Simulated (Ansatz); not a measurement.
Starting structure of a cell relaxation (symmetry kept):

```cif
data_structure
_symmetry_space_group_name_H-M 'P4_2/mnm'
_symmetry_Int_Tables_number 136
_cell_length_a 4.5836
_cell_length_b 4.5836
_cell_length_c 2.8383
_cell_angle_alpha 90.000
_cell_angle_beta 90.000
_cell_angle_gamma 90.000
_cell_volume 59.63
loop_
_atom_site_label
_atom_site_type_symbol
_atom_site_symmetry_multiplicity
_atom_site_Wyckoff_symbol
_atom_site_fract_x
_atom_site_fract_y
_atom_site_fract_z
_atom_site_occupancy
V1 V 2 a 0.00000 0.00000 0.00000 1
O1 O 4 f 0.20000 0.80000 0.50000 1
```

Computed with DFT PBEsol, scalar-relativistic, plane waves, PAW in Ansatz 0.2.0.

Cutoff 420 eV; k points 8×12×8 on the computed 6-atom cell (Γ-centred); Gaussian smearing, width 0.10 eV; collinear spin from starting moments 0.92 0.92 0 0 0 0 μB.

Q: What does it relax to?

A: The volume falls by 0.33 Å³/atom to 9.61 Å³/atom, and the energy falls by 8.4 meV/atom. The cell ends with a moment of 1.98 μB (only this magnetic start was tried). Final structure:
```cif
data_structure
_symmetry_space_group_name_H-M 'P 1'
_symmetry_Int_Tables_number 1
_cell_length_a 4.5361
_cell_length_b 2.8023
_cell_length_c 4.5362
_cell_angle_alpha 90.000
_cell_angle_beta 90.000
_cell_angle_gamma 90.000
_cell_volume 57.66
loop_
_atom_site_label
_atom_site_type_symbol
_atom_site_fract_x
_atom_site_fract_y
_atom_site_fract_z
_atom_site_occupancy
V1 V 0.00000 0.00000 0.00000 1
V2 V 0.50000 0.50000 0.50000 1
O1 O 0.79892 0.50000 0.20106 1
O2 O 0.20108 0.50000 0.79894 1
O3 O 0.70108 0.00000 0.70106 1
O4 O 0.29892 0.00000 0.29894 1
```

Moments started parallel, and an antiferromagnetic order may lie lower.

Cost: 1 run of about 8.4 core-minutes, on Arm Neoverse V1 (shared hosts).